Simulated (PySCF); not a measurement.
Does the answer move with the share of exact exchange?

Compound: piperidine, C5H11N.
Geometry (PBE0-D3(BJ)/def2-SVP, Å), atoms numbered from 1 in this order:
```
atom  x, y, z in Å
C1     1.0856   -0.7220    0.3480
C2    -0.0900   -1.3460   -0.3993
C3    -1.3826   -0.5854   -0.1007
N4    -1.2943    0.8432   -0.3328
C5    -0.1725    1.4526    0.3545
C6     1.1706    0.7772    0.0743
H7     0.9480   -0.8825    1.4333
H8     2.0298   -1.2227    0.0791
H9    -0.2017   -2.4109   -0.1346
H10    0.1053   -1.3117   -1.4871
H11   -1.6519   -0.7398    0.9611
H12   -2.2201   -0.9905   -0.6913
H13   -1.2251    1.0254   -1.3321
H14   -0.1344    2.5225    0.0933
H15   -0.3764    1.4082    1.4409
H16    1.4436    0.9435   -0.9842
H17    1.9671    1.2416    0.6799
```

PySCF, def2-SVPD basis, density fitting, gas phase, PBE0-D3(BJ)/def2-SVP geometry; singlet excitations by full TDDFT with frozen cores, triplets by Tamm–Dancoff TDDFT and ionisation energies by ΔSCF, from the lowest of the holes tried. One functional is left out:

```csv
functional,exact exchange (%),HOMO energy (eV),LUMO energy (eV),lowest singlet excitation (eV),lowest triplet excitation (eV),dipole moment (D),mean polarisability (au),vertical ionisation energy (eV)
LDA,0,-4.92,-0.04,4.95,4.82,1.148,71.1,8.25
PBE,0,-4.82,0.04,4.92,4.77,1.098,70.0,8.09
PBE0,25,-6.20,0.75,5.76,5.58,1.150,67.1,8.26
BHandHLYP,50,-7.55,1.25,6.29,6.06,1.198,65.2,8.29
```

Q: Predict the row of B3LYP (20 % exact exchange) by straight lines through the other rows, and check it.

A: 
```json
{"property": "HOMO energy (eV)", "line": "-5.94", "computed": "-5.99", "computed − line": "-0.05", "PBE0 (25 %), for comparison": "-6.20"}
{"property": "LUMO energy (eV)", "line": "0.53", "computed": "0.45", "computed − line": "-0.08", "PBE0 (25 %), for comparison": "0.75"}
{"property": "lowest singlet excitation (eV)", "line": "5.51", "computed": "5.51", "computed − line": "0.00", "PBE0 (25 %), for comparison": "5.76"}
{"property": "lowest triplet excitation (eV)", "line": "5.34", "computed": "5.34", "computed − line": "0.00", "PBE0 (25 %), for comparison": "5.58"}
{"property": "dipole moment (D)", "line": "1.150", "computed": "1.153", "computed − line": "+0.003", "PBE0 (25 %), for comparison": "1.150"}
{"property": "mean polarisability (au)", "line": "68.2", "computed": "67.8", "computed − line": "-0.4", "PBE0 (25 %), for comparison": "67.1"}
{"property": "vertical ionisation energy (eV)", "line": "8.23", "computed": "8.32", "computed − line": "+0.09", "PBE0 (25 %), for comparison": "8.26"}
```

Q: Which of these properties follows the share of exact exchange most closely, and which least?

A: Most closely the HOMO energy, least the vertical ionisation energy; the correlations over the tabulated rows are HOMO energy -0.999, lowest singlet excitation 0.994, LUMO energy 0.994, lowest triplet excitation 0.992, mean polarisability -0.976, dipole moment 0.857, vertical ionisation energy 0.668. The HOMO energy moves by -0.536 eV for every 10 %. Functionals with the same share still differ in their other parts: at 0 % LDA and PBE differ by 0.10 eV in it.
